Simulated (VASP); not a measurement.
# Au (Fm-3m) in VASP: a series of runs

The runs below take Au through band structure, density of states, with LDA, r2SCAN, PBE.

All numbers are computed with VASP 6.6.1; they aren't measurements. Logs are shortened: lines on timing, memory, paths and dates and some standing lists are left out, and cuts for length are marked.

## 1. Starting point

Symmetry: Fm-3m, No. 225, cubic system. Conventional cell: a = 4.082 Å, b = 4.082 Å, c = 4.082 Å, α = 90.00°, β = 90.00°, γ = 90.00°. Au (site symmetry m-3m) has 12 Au at 2.89 Å as nearest neighbours.

## 2. Band structure, LDA

The input, INCAR:

```
SYSTEM = Au
PREC = Accurate
ENCUT = 520
EDIFF = 1E-7
ISMEAR = 1
SIGMA = 0.1
LREAL = .False.
LASPH = .True.
NELM = 80
ALGO = Normal
ISIF = 2
LWAVE = .False.
LCHARG = .False.
LMAXMIX = 4
GGA = CA
KPAR = 4
```

The input, KPOINTS:

```
regular mesh
0
Gamma
  16 16 16
  0 0 0
```

The input, POSCAR:

```
Au                                      
1.0
    0.0000000000      2.0408538054      2.0408538054
    2.0408538054      0.0000000000      2.0408538054
    2.0408538054      2.0408538054      0.0000000000
  Au            
     1
Direct
     0.0000000000000000    0.0000000000000000    0.0000000000000000
```

The input, KPOINTS_OPT:

```
explicit points
202
Reciprocal
 0.0000000000  0.0000000000  0.0000000000 1
 0.0555555556  0.0000000000  0.0555555556 1
 0.1111111111  0.0000000000  0.1111111111 1
 0.1666666667  0.0000000000  0.1666666667 1
 0.2222222222  0.0000000000  0.2222222222 1
 0.2777777778  0.0000000000  0.2777777778 1
[... 194 lines left out ...]
 0.4919843700  0.0080156300  0.5000000000 1
 0.5080156300 -0.0080156300  0.5000000000 1
```

Potentials or basis: VASP PAW LDA potentials, release 64 (Au).

Launch:

```sh
> cat potpaw_LDA.64/Au/POTCAR > POTCAR
> mpirun -np 4 vasp_std > vasp.out
```

OUTCAR:

```text
SYSTEM = Au
   PREC = Accurate
   ENCUT = 520
   EDIFF = 1E-7
   ISMEAR = 1
   LREAL = .False.
   LASPH = .True.
   NELM = 80
   ISIF = 2
   GGA = CA

 ion  position               nearest neighbor table
   1  0.000  0.000  0.000-

  LATTYP: Found a face centered cubic cell.
 ALAT       =     4.0817076108

  Lattice vectors:

 A1 = (   0.0000000000,   2.0408538054,   2.0408538054)
 A2 = (   2.0408538054,   0.0000000000,   2.0408538054)
 A3 = (   2.0408538054,   2.0408538054,   0.0000000000)

Analysis of symmetry for initial positions (statically):
=====================================================================
 Subroutine PRICEL returns:
 Original cell was already a primitive cell.

 Routine SETGRP: Setting up the symmetry group for a
 face centered cubic supercell.

 Subroutine GETGRP returns: Found 48 space group operations
 (whereof 48 operations were pure point group operations)
 out of a pool of 48 trial point group operations.

The static configuration has the point symmetry O_h .

Analysis of symmetry for dynamics (positions and initial velocities):
=====================================================================
 Subroutine PRICEL returns:
 Original cell was already a primitive cell.

 Routine SETGRP: Setting up the symmetry group for a
 face centered cubic supercell.

 Subroutine GETGRP returns: Found 48 space group operations
 (whereof 48 operations were pure point group operations)
 out of a pool of 48 trial point group operations.

The dynamic configuration has the point symmetry O_h .

 Subroutine INISYM returns: Found 48 space group operations
 (whereof 48 operations are pure point group operations),
 and found     1 'primitive' translations

----------------------------------------------------------------------------------------

                                     Primitive cell

  volume of cell :      17.0007

  direct lattice vectors                    reciprocal lattice vectors
     0.000000000  2.040853805  2.040853805    -0.244995501  0.244995501  0.244995501
     2.040853805  0.000000000  2.040853805     0.244995501 -0.244995501  0.244995501
     2.040853805  2.040853805  0.000000000     0.244995501  0.244995501 -0.244995501

  length of vectors
     2.886203130  2.886203130  2.886203130     0.424344655  0.424344655  0.424344655

  position of ions in fractional coordinates (direct lattice)
     0.000000000  0.000000000  0.000000000

[... 79 lines left out ...]
   IBRION =     -1    ionic relax: 0-MD 1-quasi-New 2-CG
   NFREE  =      0    steps in history (QN), initial steepest desc. (CG)
   ISIF   =      2    stress and relaxation
   ISYM   =      2    0-nonsym 1-usesym 2-fastsym
   POTIM  = 0.5000    time-step for ionic-motion
   TEBEG  =    0.0;   TEEND  =   0.0 temperature during run
   PSTRESS=    0.0 pullay stress
   NELECT =      11.0000    total number of electrons
   NUPDOWN=      -1.0000    fix difference up-down
   EMIN   =  10.00;   EMAX   =-10.00  energy-range for DOS
   EFERMI =   0.00;   METHOD = LEGACY
   ISMEAR =     1;   SIGMA  =   0.10  broadening in eV -4-tet -1-fermi 0-gaus
   EFERMI_NEDOS =   21; number of points for ismear=-14 and -15
   IALGO  =     38    algorithm
   IMIX   =      4    mixing-type and parameters
     AMIX     =   0.40;   BMIX     =  1.00
     AMIX_MAG =   1.60;   BMIX_MAG =  1.00
  volume/ion in A,a.u.               =      17.00       114.73
  Fermi-wavevector in a.u.,A,eV,Ry     =   1.415958  2.675773 27.278841  2.004938
  Thomas-Fermi vector in A             =   2.537343
   LORBIT       =      0    0 simple, 1 ext, 2 COOP (PROOUT), +10 PAW based schemes
   GGA     = CA    functional components
   LHFCALC =     F    Hartree Fock is set to
   AEXX    =    0.0000 exact exchange contribution
   IVDW    =     0    specifies the selected vdW correction
   LEPSILON=     F    determine dielectric tensor
   LRPA    =     F    only Hartree local field effects (RPA)
 non-spin polarized calculation
 Methfessel and Paxton  Order N= 1 SIGMA  =   0.10
  energy-cutoff  :      520.00
  volume of cell :       17.00
 maximum number of plane-waves:       474
 NGX is ok and might be reduce to    24
   NGX = 11   NGY = 11   NGZ = 11

 number of electron      11.0000000 magnetization

 Free energy of the ion-electron system (eV)
  ---------------------------------------------------
  ext. energy  EPLUGINS =         0.00000000
  ---------------------------------------------------
  free energy    TOTEN  =        -4.44033689 eV

  energy without entropy =       -4.44022901  energy(sigma->0) =       -4.44030093

 E-fermi :   9.2844     XC(G=0): -12.9972

 val. band max:        9.1832051185   @ k =   0.5000   0.2500   0.1250
 cond. band min:       9.2995946241   @ k =   0.5000   0.3125   0.1250
 fundamental gap:      0.1163895056
 Fermi energy:         9.2843939181

 k-point     1 :       0.0000    0.0000    0.0000
  band No.  band energies     occupation
      1      -0.6144      2.00000
      2       4.6027      2.00000
      3       4.6027      2.00000
      4       4.6027      2.00000
      5       6.1484      2.00000
      6       6.1484      2.00000
      7      23.8097      0.00000
      8      27.7774      0.00000
      9      27.7774      0.00000
[... 265 lines left out ...]
 k-point    24 :      -0.0625    0.0625    0.0000
  band No.  band energies     occupation
      1      -0.2536      2.00000
      2       4.4700      2.00000
      3       4.7160      2.00000
      4       4.7512      2.00000
      5       6.0215      2.00000
      6       6.1738      2.00000
      7      24.2180      0.00000
      8      26.0919      0.00000
      9      27.5652      0.00000

 [... further k-points ...]

------------------------ aborting loop because EDIFF is reached ----------------------------------------

  FORCE on cell =-STRESS in cart. coord.  units (eV):
  Direction    XX          YY          ZZ          XY          YZ          ZX
  --------------------------------------------------------------------------------------
  -------------------------------------------------------------------------------------
  Total       -0.4307872     -0.4307872     -0.4307872     -0.0000000     -0.0000000     -0.0000000
  in kB      -40.5982843    -40.5982843    -40.5982843     -0.0000000     -0.0000000     -0.0000000
  external PRESSURE =     -40.5982843 kB  Pullay stress =       0.0000000 kB

 VOLUME and BASIS-vectors are now :
 -----------------------------------------------------------------------------
  energy-cutoff  :      520.00
  volume of cell :       17.00
      direct lattice vectors                 reciprocal lattice vectors
     0.000000000  2.040853805  2.040853805    -0.244995501  0.244995501  0.244995501
     2.040853805  0.000000000  2.040853805     0.244995501 -0.244995501  0.244995501
     2.040853805  2.040853805  0.000000000     0.244995501  0.244995501 -0.244995501

 POSITION                                       TOTAL-FORCE (eV/Angst)
 -----------------------------------------------------------------------------------
      0.00000      0.00000      0.00000         0.000000      0.000000      0.000000
 -----------------------------------------------------------------------------------
    total drift:                               -0.000000      0.000000     -0.000000

  FREE ENERGIE OF THE ION-ELECTRON SYSTEM (eV)
  ---------------------------------------------------
  free  energy   TOTEN  =        -4.4403368950 eV

  energy  without entropy=       -4.4402290100  energy(sigma->0) =       -4.44030093
```

Wall time 5.3 s (4 MPI ranks of Intel Xeon Platinum 8488C (Sapphire Rapids), shared host); peak memory 0.14 GiB.

What came out:

* Free energy: -4.4403 eV
* Pressure: -4.1 GPa
* Band gap along the path: none (metal or under the smearing width)

Levels at the corners of the path, in eV from the Fermi level:
| point | band 3 | band 4 | band 5 | band 6 | band 7 | band 8 |
| --- | --- | --- | --- | --- | --- | --- |
| Γ | -4.68 | -4.68 | -3.14 | -3.14 | 14.53 | 18.49 |
| X | -1.96 | -1.60 | -1.60 | 1.00 | 5.80 | 9.97 |
| X | -1.96 | -1.60 | -1.60 | 1.00 | 5.80 | 9.97 |
| W | -5.15 | -3.30 | -1.60 | 4.72 | 6.31 | 6.31 |
| W | -5.15 | -3.30 | -1.60 | 4.72 | 6.31 | 6.31 |
| K | -3.82 | -2.85 | -2.06 | 3.84 | 4.69 | 7.48 |
| K | -3.82 | -2.85 | -2.06 | 3.84 | 4.69 | 7.48 |
| Γ | -4.68 | -4.68 | -3.14 | -3.14 | 14.53 | 18.49 |
| Γ | -4.68 | -4.68 | -3.14 | -3.14 | 14.53 | 18.49 |
| L | -4.71 | -1.92 | -1.92 | -0.98 | 3.10 | 13.98 |
| L | -4.71 | -1.92 | -1.92 | -0.98 | 3.10 | 13.98 |
| U | -3.82 | -2.85 | -2.06 | 3.84 | 4.69 | 7.48 |
| U | -3.82 | -2.85 | -2.06 | 3.84 | 4.69 | 7.48 |
| W | -5.15 | -3.30 | -1.60 | 4.72 | 6.31 | 6.31 |
| W | -5.15 | -3.30 | -1.60 | 4.72 | 6.31 | 6.31 |
| L | -4.71 | -1.92 | -1.92 | -0.98 | 3.10 | 13.98 |
| L | -4.71 | -1.92 | -1.92 | -0.98 | 3.10 | 13.98 |
| K | -3.82 | -2.85 | -2.06 | 3.84 | 4.69 | 7.48 |
| U | -3.82 | -2.85 | -2.06 | 3.84 | 4.69 | 7.48 |
| X | -1.96 | -1.60 | -1.60 | 1.00 | 5.80 | 9.97 |

Caveat: spin-orbit coupling is left out, which moves the levels of the heavy elements.

## 3. Band structure, r2SCAN

INCAR: that of step 2 with these lines changed.

```diff
@@ -14,3 +14,4 @@
 LMAXMIX = 4
-GGA = CA
+METAGGA = R2SCAN
+LMIXTAU = .True.
 KPAR = 4
```

KPOINTS is that of step 2.

POSCAR is that of step 2.

KPOINTS_OPT is that of step 2.

Potentials or basis: VASP PAW PBE potentials, release 64 (Au).

Launch:

```sh
> cat potpaw_PBE.64/Au/POTCAR > POTCAR
> mpirun -np 4 vasp_std > vasp.out
```

Wall time 24 s (4 MPI ranks of Intel Xeon Platinum 8488C (Sapphire Rapids), shared host); peak memory 0.16 GiB.

It converged, with:

- Free energy: -50.5854 eV
- Pressure: 5.6 GPa
- Band gap along the path: none (metal or under the smearing width)

Levels at the corners of the path, in eV from the Fermi level:
```tsv
point	band 3	band 4	band 5	band 6	band 7	band 8
Γ	-4.93	-4.93	-3.39	-3.39	15.35	19.46
X	-2.20	-1.80	-1.80	1.21	6.06	10.56
X	-2.20	-1.80	-1.80	1.21	6.06	10.56
W	-5.39	-3.53	-1.79	4.99	6.65	6.65
W	-5.39	-3.53	-1.79	4.99	6.65	6.65
K	-4.01	-3.09	-2.26	4.10	4.94	7.85
K	-4.01	-3.09	-2.26	4.10	4.94	7.85
Γ	-4.93	-4.93	-3.39	-3.39	15.35	19.46
Γ	-4.93	-4.93	-3.39	-3.39	15.35	19.46
L	-4.98	-2.14	-2.14	-0.79	3.22	14.83
L	-4.98	-2.14	-2.14	-0.79	3.22	14.83
U	-4.01	-3.09	-2.26	4.10	4.94	7.85
U	-4.01	-3.09	-2.26	4.10	4.94	7.85
W	-5.39	-3.53	-1.79	4.99	6.65	6.65
W	-5.39	-3.53	-1.79	4.99	6.65	6.65
L	-4.98	-2.14	-2.14	-0.79	3.22	14.83
L	-4.98	-2.14	-2.14	-0.79	3.22	14.83
K	-4.01	-3.09	-2.26	4.10	4.94	7.85
U	-4.01	-3.09	-2.26	4.10	4.94	7.85
X	-2.20	-1.80	-1.80	1.21	6.06	10.56
```

Caveat: the PAW data sets were made with another functional, which shifts forces and pressure a little; spin-orbit coupling is left out, which moves the levels of the heavy elements.

## 4. Band structure, PBE, spin-orbit coupling, no magnetisation

INCAR: that of step 3 with these lines changed.

```diff
@@ -13,5 +13,9 @@
 LCHARG = .False.
+LNONCOLLINEAR = .True.
+MAGMOM = 0 0 0
+LORBIT = 11
+LSORBIT = .True.
+GGA_COMPAT = .False.
 LMAXMIX = 4
-METAGGA = R2SCAN
-LMIXTAU = .True.
+GGA = PE
 KPAR = 4
```

KPOINTS is that of step 3.

POSCAR is that of step 3.

KPOINTS_OPT is that of step 3.

Potentials or basis: VASP PAW PBE potentials, release 64 (Au).

Launch:

```sh
> cat potpaw_PBE.64/Au/POTCAR > POTCAR
> mpirun -np 4 vasp_ncl > vasp.out
```

OUTCAR:

```text
SYSTEM = Au
   PREC = Accurate
   ENCUT = 520
   EDIFF = 1E-7
   ISMEAR = 1
   LREAL = .False.
   LASPH = .True.
   NELM = 80
   ISIF = 2
   LNONCOLLINEAR = .True.
   LORBIT = 11
   LSORBIT = .True.
   GGA = PE

 ion  position               nearest neighbor table
   1  0.000  0.000  0.000-

  LATTYP: Found a face centered cubic cell.
 ALAT       =     4.0817076108

  Lattice vectors:

 A1 = (   0.0000000000,   2.0408538054,   2.0408538054)
 A2 = (   2.0408538054,   0.0000000000,   2.0408538054)
 A3 = (   2.0408538054,   2.0408538054,   0.0000000000)

Analysis of symmetry for initial positions (statically):
=====================================================================
 Subroutine PRICEL returns:
 Original cell was already a primitive cell.

 Routine SETGRP: Setting up the symmetry group for a
 face centered cubic supercell.

 Subroutine GETGRP returns: Found 48 space group operations
 (whereof 48 operations were pure point group operations)
 out of a pool of 48 trial point group operations.

[... 706 lines left out ...]
  energy-cutoff  :      520.00
  volume of cell :       17.00
      direct lattice vectors                 reciprocal lattice vectors
     0.000000000  2.040853805  2.040853805    -0.244995501  0.244995501  0.244995501
     2.040853805  0.000000000  2.040853805     0.244995501 -0.244995501  0.244995501
     2.040853805  2.040853805  0.000000000     0.244995501  0.244995501 -0.244995501

 POSITION                                       TOTAL-FORCE (eV/Angst)
 -----------------------------------------------------------------------------------
      0.00000      0.00000      0.00000        -0.000000      0.000000     -0.000000
 -----------------------------------------------------------------------------------
    total drift:                               -0.000000      0.000000     -0.000000

  FREE ENERGIE OF THE ION-ELECTRON SYSTEM (eV)
  ---------------------------------------------------
  free  energy   TOTEN  =        -3.4869146679 eV

  energy  without entropy=       -3.4867314939  energy(sigma->0) =       -3.48685361

 Spin-Orbit-Coupling matrix elements

 Ion:    1  E_soc:     -0.5861726
 l=   1
     0.0000000    -0.0264635    -0.0264635
    -0.0264635     0.0000000    -0.0264635
    -0.0264635    -0.0264635     0.0000000
 l=   2
     0.0000000    -0.0155605     0.0000000    -0.0155605    -0.0556715
    -0.0155605     0.0000000    -0.0417536    -0.0155605    -0.0139179
     0.0000000    -0.0417536     0.0000000    -0.0417536     0.0000000
    -0.0155605    -0.0155605    -0.0417536     0.0000000    -0.0139179
    -0.0556715    -0.0139179     0.0000000    -0.0139179     0.0000000
 l=   3
     0.0000000     0.0000000     0.0000000     0.0000000     0.0000000     0.0000000     0.0000000
     0.0000000     0.0000000     0.0000000     0.0000000     0.0000000     0.0000000     0.0000000
     0.0000000     0.0000000     0.0000000     0.0000000     0.0000000     0.0000000     0.0000000
     0.0000000     0.0000000     0.0000000     0.0000000     0.0000000     0.0000000     0.0000000
     0.0000000     0.0000000     0.0000000     0.0000000     0.0000000     0.0000000     0.0000000
     0.0000000     0.0000000     0.0000000     0.0000000     0.0000000     0.0000000     0.0000000
     0.0000000     0.0000000     0.0000000     0.0000000     0.0000000     0.0000000     0.0000000

 total charge

# of ion       s       p       d       tot
------------------------------------------
    1        0.542   0.373   8.744   9.659

 magnetization (x)

# of ion       s       p       d       tot
------------------------------------------
    1       -0.000   0.000   0.000   0.000

 magnetization (y)

# of ion       s       p       d       tot
------------------------------------------
    1        0.000  -0.000  -0.000  -0.000

 magnetization (z)

# of ion       s       p       d       tot
------------------------------------------
    1        0.000   0.000   0.000   0.000
```

stdout:

```text
POSCAR found type information on POSCAR Au
 POSCAR found :  1 types and       1 ions
 scaLAPACK will be used
 LDA part: xc-table for (Slater+PW92), standard interpolation
 POSCAR, INCAR and KPOINTS ok, starting setup
 FFT: planning ... GRIDC
 FFT: planning ... GRID_SOFT
 FFT: planning ... GRID
 WAVECAR not read
 entering main loop
 Start KPOINTS_OPT (optional k-point list driver)
k-point batch [1-145\202]
k-point batch [146-202\202]
```

Run time: 24 s. Hardware: 4 MPI ranks of Intel Xeon Platinum 8488C (Sapphire Rapids), shared host; peak memory 0.27 GiB.

What came out:

```
Free energy                                           : -3.4869 eV
Pressure                                              : 7.8 GPa
Valence electrons inside the program's atomic spheres : Au 9.66
```

(Part 1 of 2 ends here.)
